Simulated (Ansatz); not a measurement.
# BaHfO3 (P4mm) in Ansatz: reference runs

Aim: a first look at BaHfO3 with PBE, on the cell as given and on a disturbed one.

Program: Ansatz 0.2.0. These are calculated values, not measurements. Logs are shortened: lines on timing, memory, paths and dates and some standing lists are left out, and cuts for length are marked.

## Step 1: The structure

Symmetry: P4mm, No. 99, tetragonal system. The conventional cell has a = 4.170 Å, b = 4.170 Å, c = 4.170 Å, α = 90.00°, β = 90.00°, γ = 90.00°. Around Hf (site symmetry 4mm) lie 6 O at 2.08 to 2.09 Å. Ba (site symmetry 4mm) is surrounded by 12 O at 2.94 to 2.96 Å. O (site symmetry 4mm) is surrounded by 2 Hf at 2.08 to 2.09 Å. Around O (site symmetry 2mm) lie 2 Hf at 2.08 Å.

The cell comes from a database or a generator and needn't be the stable form of this composition.

## Step 2: Single point, PBE

Input file input.yaml:

```yaml
crystal:
  lattice:
    - [4.1695667999, 0.0, 0.0]
    - [0.0, 4.1695667999, 0.0]
    - [0.0, 0.0, 4.1703766343]
  atoms:
    - { symbol: Hf, position: [0.0, 0.0, 0.49787533] }
    - { symbol: Ba, position: [0.5, 0.5, 0.99642496] }
    - { symbol: O, position: [0.0, 0.0, 0.99794122] }
    - { symbol: O, position: [0.5, 0.0, 0.49889014] }
    - { symbol: O, position: [0.0, 0.5, 0.49889014] }
hamiltonian:
  xc: pbe
  pseudopotentials: { kind: paw }
kpoints:
  mp_grid: { grid: [7, 7, 7] }
scf:
  occupations: { method: fermi_dirac, width: 0.05 }
output:
  forces: true
  stress: true
  eigenvalues: true
```

Potentials or basis: Ansatz PAW.

The run is started by

```console
$ ansatz run input.yaml --threads 2 --pin off --max-ram 5120MiB --backend cpu --events-out ev --progress --plain --runs-dir out
```

The log of the run:

```text
Warning: RAYON_NUM_THREADS=2 ignored (pool sized by the plan → 2); use --threads N
Engine: ansatz 0.2.0, x86_64-unknown-linux-gnu
Pseudopotentials: kind: paw
Pseudopotential: Hf, paw, valence charge 26, recommended cutoff 420 eV (normal), Hf.paw.azcp
Pseudopotential: Ba, paw, valence charge 10, recommended cutoff 420 eV (normal), Ba.paw.azcp
Pseudopotential: O, paw, valence charge 6, recommended cutoff 420 eV (normal), O.paw.azcp
Functional definition: PBE
  parameter kappa = 0.804
  parameter beta = 0.06672455060314922
  exchange = pbe_x(kappa = kappa, mu = beta*pi^2/3)
  correlation = pbe_c(beta = beta)
Crystal: 5 atoms, lattice volume = 72.503 Å³
Basis set: ecut = 420 eV, 1365 PW (Γ), exchange–correlation on 60×60×60 points (8 copies of the dense FFT grid, shifted against one another)
Bands: 33, of which v1, the nominal top of the filled ones, is band 27 counted from 1 (26 counted from 0)
Symmetry: 8 space group operations
Space group: P4mm (ITA 99), of the structure as read, at distance tolerance 4.2e-5 Å
k-points: 40 of 343 (time reversal used)
Non-local potential: Hf, projectors of the file, l = 0: 3, l = 1: 2, l = 2: 2, l = 3: 3
Non-local potential: Ba, projectors of the file, l = 0: 3, l = 1: 2, l = 2: 2, l = 3: 2
Non-local potential: O, projectors of the file, l = 0: 2, l = 1: 2, l = 2: 1
PAW form: soft (Blöchl's): semilocal exchange-correlation on the pseudo side does not see the compensation charge
PAW one-centre angular grid: Hf, 590 points (default); XC on 64 Gauss nodes
PAW one-centre angular grid: Ba, 194 points (default); XC on 64 Gauss nodes
PAW one-centre angular grid: O, 110 points (default); XC on 64 Gauss nodes
Initial density: superposition of atomic densities (neutral atoms: chi_scale 0, normalization atom), corrected by the library's trained network
Initial wavefunctions: pseudopotential atomic-orbital guess
Functional: x = pbe(κ = 0.804, μ = 0.2195149727645171), c = pbe(β = 0.06672455060314922)
SCF iter   1: F=—  HF=-23382.403683 eV  |F-HF|=—  |Δ(HF+E_count)|=         —  Δρ=9.32e-4  dr2=1.68e-4  ethr=1.77e-3  ⟨swp⟩=7.6  Hψ=5850  notcnv=0
preconditioner: auto → Resta (q_TF=auto, 2.598 Å⁻¹)  ε∞=4.4  [insulator: Δε(μ)=3.718 eV  Ē_g=17.060 eV  σ=0.050 eV  W_gap=1.00  n_scr=18 (ndim 8)  ℏωp=31.4 eV  f_vac=0.008  D(μ)=0.00/eV (n_scr^D=0)  ε∞_Penn≈4.4]
SCF iter   2: F=—  HF=-23382.404415 eV  |F-HF|=—  |Δ(HF+E_count)|=   7.32e-4  Δρ=6.16e-4  dr2=1.78e-4  ethr=3.11e-7  ⟨swp⟩=3.1  Hψ=3266  notcnv=0  defer=2
SCF iter   3: F=—  HF=-23382.404497 eV  |F-HF|=—  |Δ(HF+E_count)|=   8.26e-5  Δρ=2.62e-4  dr2=1.30e-5  ethr=3.11e-7  ⟨swp⟩=2.0  Hψ=2150  notcnv=0  defer=2
SCF iter   4: F=—  HF=-23382.404536 eV  |F-HF|=—  |Δ(HF+E_count)|=   3.89e-5  Δρ=1.33e-4  dr2=3.78e-6  ethr=2.41e-8  ⟨swp⟩=2.0  Hψ=2291  notcnv=0  defer=2
SCF iter   5: F=—  HF=-23382.404549 eV  |F-HF|=—  |Δ(HF+E_count)|=   1.30e-5  Δρ=4.63e-5  dr2=7.67e-7  ethr=7.01e-9  ⟨swp⟩=2.0  Hψ=2297  notcnv=0  defer=2
SCF iter   6: F=-23382.404550 eV  HF=-23382.404550 eV  |F-HF|=3.08e-8  |Δ(HF+E_count)|=   3.99e-7  Δρ=1.03e-5  dr2=4.04e-8  ethr=1.85e-10  ⟨swp⟩=8.2  Hψ=7277  notcnv=0
SCF 1 converged in 6 iterations: F = -23382.404550 eV  dr2 = 4.04e-8
SCF converged after 6 iterations
Free energy (F): -23382.404550 eV
Harris-Foulkes:  -23382.404550 eV  (|F-HF|=3.08e-8)
Internal energy: -23382.404550 eV  (E = F + TS)
E sigma→0 (E₀):  -23382.404550 eV
Fermi energy:    13.484257 eV
--- Per-component energies (eV) ---
  E_band       = -39.741705
  E_kinetic    = 1119.204012
  E_local      = -7999.423455  (includes V_loc(G=0)·N_el)
  E_nonlocal   = -1041.637677
  E_hartree    = 3645.289040
  E_xc         = -692.700144
  E_vxc        = -688.515242  (∫ρ·V_xc dr)
  E_paw        = -12628.027704  (= ΣΔE_a)
  E_vpaw       = 1280.036253  (= ΣTr[D̂ρ^β])
  E_aug_tail   = 0.007458  (compensation charges beyond the density's cutoff)
  E_ewald      = -5785.116079
  E_smearing   = -0.000000  (= −TS)
  E_closure    = -0.000000  (closes the sum)
  Σ components = -23382.404550   (vs F -23382.404550, Δ=0.00e0)
--- Forces (eV/Å), atoms counted from 1 ---
  atom   1  Hf    -0.00000000     0.00000000    -0.01672941
  atom   2  Ba     0.00000000     0.00000000     0.01995406
  atom   3  O      0.00000000     0.00000000     0.01935581
  atom   4  O     -0.00000000     0.00000000    -0.01129176
  atom   5  O      0.00000000     0.00000000    -0.01129176
  max |Σ_I F_I| component: 3.06e-6 eV/Å
--- Stress (GPa, compression-positive) ---
        4.294232       0.000000       0.000000
        0.000000       4.294232       0.000000
        0.000000       0.000000       4.245556
  P = ⅓ Tr σ = 4.2780 GPa (42.780 kbar)
--- Band table (eV; the first three rows and the last of 40) ---
  k-point 0: bands = ["-48.1968", "-16.9982", "-16.9982", "-16.9981", "-13.4773", "-5.0155", "-4.4976", "-4.4966", "1.3530", "1.3533", "1.3533", "1.9511", "1.9511", "1.9512", "1.9714", "1.9714", "1.9714", "1.9717", "9.9904", "9.9915", "9.9915", "10.6581", "10.6587", "10.6587", "11.5166", "11.5170", "11.5170", "15.2922", "15.2922", "15.2929", "16.4148", "16.4164", "17.5500"]
  k-point 1: bands = ["-48.1967", "-17.0244", "-16.9974", "-16.9974", "-13.4629", "-5.0019", "-4.4933", "-4.4112", "1.3706", "1.3706", "1.3961", "1.9497", "1.9497", "1.9634", "1.9710", "1.9715", "1.9730", "1.9730", "9.6429", "9.9353", "9.9353", "10.4726", "10.4726", "10.5171", "10.9962", "11.4334", "11.4334", "15.3678", "15.7698", "15.7698", "16.7326", "16.7427", "18.0045"]
  k-point 2: bands = ["-48.1965", "-17.0823", "-16.9956", "-16.9956", "-13.4307", "-5.0481", "-4.4837", "-4.1227", "1.4105", "1.4105", "1.4936", "1.9454", "1.9454", "1.9701", "1.9711", "1.9770", "1.9770", "1.9984", "8.6846", "9.7804", "9.7804", "10.1358", "10.1358", "10.2350", "10.2755", "11.2982", "11.2982", "15.5556", "16.8493", "16.8493", "17.4667", "17.5493", "19.0830"]
  k-point 39: bands = ["-48.1953", "-17.1132", "-17.1130", "-17.1126", "-13.3371", "-3.9166", "-3.8590", "-3.8588", "0.8951", "0.8953", "0.9615", "1.9718", "1.9874", "1.9880", "1.9880", "2.0526", "2.0527", "2.0564", "7.3978", "8.0356", "8.0372", "9.0149", "9.1632", "9.1642", "11.4967", "11.4969", "11.5633", "17.8320", "17.9284", "17.9294", "19.3720", "19.3729", "19.5721"]
```

Wall time 4 s (2 threads of AMD EPYC 7B13 (Zen 3), shared host); peak memory 0.44 GiB.

Results:

```yaml
Free_energy: -23382.4045 eV
Pressure: 4.3 GPa
Largest_force: 0.020 eV/Å
Band_gap_on_the_k_mesh: 3.73 eV, indirect (least direct gap 3.78 eV)
```

Forces on the atoms (eV/Å):
```
Hf   0.000  0.000 -0.017
Ba   0.000  0.000  0.020
O    0.000  0.000  0.019
O    0.000  0.000 -0.011
O    0.000  0.000 -0.011
```

Levels at points of the mesh, in eV from the valence-band top:
| k point | band 23 | band 24 | band 25 | band 26 | band 27 | band 28 | band 29 | band 30 | band 31 | band 32 |
| --- | --- | --- | --- | --- | --- | --- | --- | --- | --- | --- |
| (0.00, 0.00, 0.00) | -0.90 | -0.90 | -0.05 | -0.05 | -0.05 | 3.73 | 3.73 | 3.73 | 4.85 | 4.85 |

Caveat: odd divisions of the mesh miss points on the zone boundary, where band edges often lie, so the gap on the mesh can be too wide; the pressure holds a Pulay correction of +0.5 GPa for the finite cutoff; spin-orbit coupling is left out, which moves the levels of the heavy elements. A k mesh can miss the band edges.

## Step 3: Single point, PBE (atoms moved at random, drawn with an rms of 0.05 Å)

Input file input.yaml:

```yaml
crystal:
  lattice:
    - [4.1695667999, 0.0, 0.0]
    - [0.0, 4.1695667999, 0.0]
    - [0.0, 0.0, 4.1703766343]
  atoms:
    - { symbol: Hf, position: [-0.002217, -0.00097, 0.487485] }
    - { symbol: Ba, position: [0.507969, 0.499867, 1.001759] }
    - { symbol: O, position: [-0.00065, -0.000894, 1.000802] }
    - { symbol: O, position: [0.486672, -0.003725, 0.499364] }
    - { symbol: O, position: [-0.00127, 0.504332, 0.509943] }
hamiltonian:
  xc: pbe
  pseudopotentials: { kind: paw }
kpoints:
  mp_grid: { grid: [7, 7, 7] }
scf:
  occupations: { method: fermi_dirac, width: 0.05 }
output:
  forces: true
  stress: true
  eigenvalues: true
  write_density: true
  write_potential: true
  elf: true
  volumetric_format: npy
```

Potentials or basis: Ansatz PAW.

The run is started by

```console
$ ansatz run input.yaml --threads 2 --pin off --max-ram 5120MiB --backend cpu --events-out ev --progress --plain --runs-dir out
```

The log of the run:

```text
Warning: RAYON_NUM_THREADS=2 ignored (pool sized by the plan → 2); use --threads N
[... 10 set-up lines as earlier in the session ...]
Crystal: 5 atoms, lattice volume = 72.503 Å³
Basis set: ecut = 420 eV, 1365 PW (Γ), exchange–correlation on 60×60×60 points (8 copies of the dense FFT grid, shifted against one another)
Bands: 33, of which v1, the nominal top of the filled ones, is band 27 counted from 1 (26 counted from 0)
Symmetry: 1 space group operations
Space group: P1 (ITA 1), of the structure as read, at distance tolerance 4.2e-5 Å
k-points: 172 of 343 (time reversal used)
[... 10 set-up lines as earlier in the session ...]
SCF iter   1: F=—  HF=-23382.356663 eV  |F-HF|=—  |Δ(HF+E_count)|=         —  Δρ=9.82e-4  dr2=2.40e-4  ethr=1.77e-3  ⟨swp⟩=7.9  Hψ=25880  notcnv=0
preconditioner: auto → Resta (q_TF=auto, 2.598 Å⁻¹)  ε∞=4.4  [insulator: Δε(μ)=3.737 eV  Ē_g=17.055 eV  σ=0.050 eV  W_gap=1.00  n_scr=18 (ndim 8)  ℏωp=31.4 eV  f_vac=0.008  D(μ)=0.00/eV (n_scr^D=0)  ε∞_Penn≈4.4]
SCF iter   2: F=—  HF=-23382.357374 eV  |F-HF|=—  |Δ(HF+E_count)|=   7.11e-4  Δρ=6.38e-4  dr2=2.00e-4  ethr=4.44e-7  ⟨swp⟩=3.0  Hψ=12959  notcnv=0  defer=3
SCF iter   3: F=—  HF=-23382.357500 eV  |F-HF|=—  |Δ(HF+E_count)|=   1.26e-4  Δρ=3.51e-4  dr2=4.64e-5  ethr=3.70e-7  ⟨swp⟩=2.0  Hψ=9228  notcnv=0  defer=3
SCF iter   4: F=—  HF=-23382.357485 eV  |F-HF|=—  |Δ(HF+E_count)|=   1.45e-5  Δρ=9.59e-5  dr2=2.78e-6  ethr=8.58e-8  ⟨swp⟩=2.0  Hψ=9628  notcnv=0  defer=3
SCF iter   5: F=—  HF=-23382.357490 eV  |F-HF|=—  |Δ(HF+E_count)|=   4.28e-6  Δρ=5.27e-5  dr2=1.60e-6  ethr=5.15e-9  ⟨swp⟩=2.5  Hψ=10078  notcnv=0  defer=3
SCF iter   6: F=-23382.357489 eV  HF=-23382.357489 eV  |F-HF|=2.41e-8  |Δ(HF+E_count)|=   5.22e-7  Δρ=9.39e-6  dr2=4.94e-8  ethr=1.85e-10  ⟨swp⟩=13.0  Hψ=49022  notcnv=0
SCF 1 converged in 6 iterations: F = -23382.357489 eV  dr2 = 4.94e-8
SCF converged after 6 iterations
Free energy (F): -23382.357489 eV
Harris-Foulkes:  -23382.357489 eV  (|F-HF|=2.41e-8)
Internal energy: -23382.357489 eV  (E = F + TS)
E sigma→0 (E₀):  -23382.357489 eV
Fermi energy:    13.505016 eV
--- Per-component energies (eV) ---
  E_band       = -39.389656
  E_kinetic    = 1119.515374
  E_local      = -8003.840968  (includes V_loc(G=0)·N_el)
  E_nonlocal   = -1041.577349
  E_hartree    = 3647.635400
  E_xc         = -692.774393
  E_vxc        = -688.611943  (∫ρ·V_xc dr)
  E_paw        = -12628.116349  (= ΣΔE_a)
  E_vpaw       = 1279.844109  (= ΣTr[D̂ρ^β])
  E_aug_tail   = 0.007433  (compensation charges beyond the density's cutoff)
  E_ewald      = -5783.206638
  E_smearing   = -0.000000  (= −TS)
  E_closure    = 0.000000  (closes the sum)
  Σ components = -23382.357489   (vs F -23382.357489, Δ=0.00e0)
--- Forces (eV/Å), atoms counted from 1 ---
  atom   1  Hf    -0.13145265     0.14066309     0.61920285
  atom   2  Ba    -0.22040744     0.01625945    -0.22413108
  atom   3  O     -0.20186227     0.08191358    -0.23493382
  atom   4  O      0.75124031     0.11036218    -0.02550665
  atom   5  O     -0.19751211    -0.34919270    -0.13468417
  max |Σ_I F_I| component: 5.29e-5 eV/Å
--- Stress (GPa, compression-positive) ---
        4.710285       0.027902       0.059901
        0.027902       4.276117      -0.010924
        0.059901      -0.010924       4.930350
  P = ⅓ Tr σ = 4.6389 GPa (46.389 kbar)
--- Band table (eV; the first three rows and the last of 172) ---
  k-point 0: bands = ["-48.1757", "-16.9903", "-16.9873", "-16.9802", "-13.4838", "-5.0147", "-4.4975", "-4.4861", "1.3458", "1.3469", "1.3505", "1.9728", "1.9733", "1.9735", "1.9931", "1.9933", "1.9942", "1.9945", "9.9794", "9.9874", "9.9959", "10.6300", "10.6361", "10.6518", "11.4651", "11.4948", "11.4974", "15.3113", "15.3558", "15.3860", "16.4066", "16.4171", "17.5379"]
  k-point 1: bands = ["-48.1756", "-17.0164", "-16.9867", "-16.9794", "-13.4694", "-4.9977", "-4.4848", "-4.4128", "1.3625", "1.3659", "1.3915", "1.9714", "1.9720", "1.9858", "1.9939", "1.9941", "1.9950", "1.9951", "9.6409", "9.9158", "9.9322", "10.4346", "10.4513", "10.5279", "10.9843", "11.4012", "11.4230", "15.3790", "15.8147", "15.8532", "16.7232", "16.7476", "17.9900"]
  k-point 2: bands = ["-48.1754", "-17.0745", "-16.9849", "-16.9776", "-13.4372", "-5.0402", "-4.4745", "-4.1294", "1.4018", "1.4047", "1.4880", "1.9673", "1.9680", "1.9932", "1.9937", "1.9991", "1.9992", "2.0212", "8.6798", "9.7416", "9.7721", "10.0877", "10.1222", "10.2446", "10.3086", "11.2912", "11.2955", "15.5604", "16.8580", "16.9107", "17.4791", "17.5455", "19.0672"]
  k-point 171: bands = ["-48.1750", "-17.1138", "-17.0103", "-17.0001", "-13.3988", "-4.9001", "-4.3533", "-3.8762", "1.3192", "1.3912", "1.5088", "1.9784", "1.9965", "1.9982", "1.9993", "2.0047", "2.0087", "2.0867", "7.8111", "8.8845", "9.3575", "9.4195", "9.6218", "10.3849", "10.7318", "10.7582", "10.8419", "16.5426", "17.7256", "17.8701", "18.7594", "18.9399", "19.5464"]
```

rho_z.tsv:

```text
# z_ang	rho[e/angstrom^3]
# format = ansatz-planar-average/11
# lattice	4.169566800	0.000000000	0.000000000
# lattice	0.000000000	4.169566800	0.000000000
# lattice	0.000000000	0.000000000	4.170376634
# sites	5
# site	72	-0.009243930	-0.004044480	2.032996054
# site	56	2.118010678	2.084228848	4.177712327
# site	8	-0.002710218	-0.003727593	4.173721276
# site	8	2.029211414	-0.015531636	2.082535958
# site	8	-0.005295350	2.102845963	2.126654372
0.000000	6.861240e-1
0.139013	6.640202e-1
0.278025	5.976185e-1
0.417038	5.042949e-1
0.556050	4.076731e-1
0.695063	3.221331e-1
[... 22 lines left out ...]
3.892352	5.882739e-1
4.031364	6.589508e-1
```

v_z.tsv:

```text
# z_ang	v_es[eV]	v_tot[eV]
# format = ansatz-planar-average/11
# xc	pbe
# density_cutoff_ev	1680
# datasets	Hf=:simpson_from_first_knot:soft	Ba=:simpson_from_first_knot:soft	O=:simpson_from_first_knot:soft
# lattice	4.169566800	0.000000000	0.000000000
# lattice	0.000000000	4.169566800	0.000000000
# lattice	0.000000000	0.000000000	4.170376634
# sites	5
# site	72	-0.009243930	-0.004044480	2.032996054
# site	56	2.118010678	2.084228848	4.177712327
# site	8	-0.002710218	-0.003727593	4.173721276
# site	8	2.029211414	-0.015531636	2.082535958
# site	8	-0.005295350	2.102845963	2.126654372
0.000000	3.195328e0	-8.913555e0
0.139013	3.521450e0	-8.472643e0
0.278025	4.521820e0	-7.138283e0
0.417038	5.982016e0	-5.120635e0
0.556050	7.733290e0	-2.695447e0
0.695063	9.401537e0	-3.122394e-1
[... 22 lines left out ...]
3.892352	4.709878e0	-6.861766e0
4.031364	3.615858e0	-8.335463e0
```

Run time: 20 s. Hardware: 2 threads of AMD EPYC 7B13 (Zen 3), shared host; peak memory 0.65 GiB.

Results:

```yaml
Free_energy: -23382.3575 eV
Pressure: 4.6 GPa
Largest_force: 0.760 eV/Å
Band_gap_on_the_k_mesh: 3.75 eV, indirect (least direct gap 3.81 eV)
```

Forces on the atoms (eV/Å):
```
Hf  -0.131  0.141  0.619
Ba  -0.220  0.016 -0.224
O   -0.202  0.082 -0.235
O    0.751  0.110 -0.026
O   -0.198 -0.349 -0.135
```

Stress tensor (GPa, compression positive):
```
 4.71  0.03  0.06
 0.03  4.28 -0.01
 0.06 -0.01  4.93
```

Caveat: odd divisions of the mesh miss points on the zone boundary, where band edges often lie, so the gap on the mesh can be too wide; the pressure holds a Pulay correction of +0.5 GPa for the finite cutoff; spin-orbit coupling is left out, which moves the levels of the heavy elements.
